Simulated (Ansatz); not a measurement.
**Cr under changes of volume**

One of the cells (14.347 Å³/atom); the others are scaled copies at fixed shape and fractional positions:

```
Cr
1.0
     2.73197    0.00000    0.00000
    -1.36599    2.36596    0.00000
     0.00000    0.00000    4.43921
Cr
2
Direct
  0.66667 0.33333 0.75000
  0.33333 0.66667 0.25000
```

This isn't the form of Cr at room conditions, which is bcc.

- Program: Ansatz 0.2.0
- Functional: LDA
- Potentials or basis: all-electron LAPW, scalar-relativistic
- Cutoff: 251 eV (chosen from the basis error)
- Basis error allowed: 0.001 eV/atom
- k mesh: 11 × 11 × 6
- Occupations: fermi-dirac, width 0.05 eV
- Spin: collinear spin, ferromagnetic start
- Starting moments: [3.0, 3.0] μB

```csv
volume (Å³/atom),energy over the lowest point (meV/atom),pressure (GPa),moment (μB per cell)
13.503,0.00,-35.2,0.30
13.784,63.43,-37.1,0.61
14.066,129.37,-38.3,1.10
14.347,?,?,?
14.628,266.49,-40.4,1.58
14.910,338.04,-41.2,1.73
```

What does the run at 14.347 Å³/atom give?

Energy over the lowest point 196.86 meV/atom; pressure -39.3 GPa; moment 1.40 μB per cell.

Worked out: A Birch-Murnaghan fit of order 3 (a polynomial in V^(-2/3)) to the other rows has no minimum within the range. It gives 196.98 meV/atom at 14.347 Å³/atom, against the run's 196.86, and -dE/dV = -39.1 GPa, against -39.3. A parabola through the other rows of the moment, of slope 0.931 μB per Å³/atom there, gives 1.34 μB, against the run's 1.40.

Energies are extrapolated to zero smearing.

Caveats: the starting moments weren't kept (some runs).
